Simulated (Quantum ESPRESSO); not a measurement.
Input of a Quantum ESPRESSO 7.5 run:

The input pw.in:

```
&CONTROL
  calculation = 'scf'
  prefix = 'pwscf'
  outdir = './tmp'
  pseudo_dir = './pseudo'
  tprnfor = .true.
  tstress = .true.
  disk_io = 'nowf'
/
&SYSTEM
  ibrav = 0
  nat = 2
  ntyp = 2
  ecutwfc = 70
  nbnd = 9
  occupations = 'smearing'
  smearing = 'fd'
  degauss = 0.00367493
/
&ELECTRONS
  conv_thr = 4d-10
  electron_maxstep = 120
  mixing_beta = 0.5
/
ATOMIC_SPECIES
As    74.9216 As_ONCV_PBE-1.2.upf
B     10.8100 B_ONCV_PBE-1.2.upf
CELL_PARAMETERS angstrom
   0.0000000000    2.3885000000    2.3885000000
   2.3885000000    0.0000000000    2.3885000000
   2.3885000000    2.3885000000    0.0000000000
ATOMIC_POSITIONS crystal
As     0.7500000000    0.7500000000    0.7500000000
B      0.0000000000    0.0000000000    0.0000000000
K_POINTS automatic
7 7 7 0 0 0
```

Potentials or basis: SG15 PBE 1.2.

The run is started by

```sh
$ OMP_NUM_THREADS=1 mpirun -n 2 pw.x -nk 2 -in pw.in > pw.out
```

Problem. Estimate the pressure.

Solution. 2.7 GPa.

Problem. What does it give for the band gap on the k mesh?

Solution. 1.22 eV, indirect (least direct gap 3.29 eV).

Caveat: an odd mesh through Γ misses points on the zone boundary, where band edges often lie. PBE gaps usually lie below the measured ones, often by a third to a half.
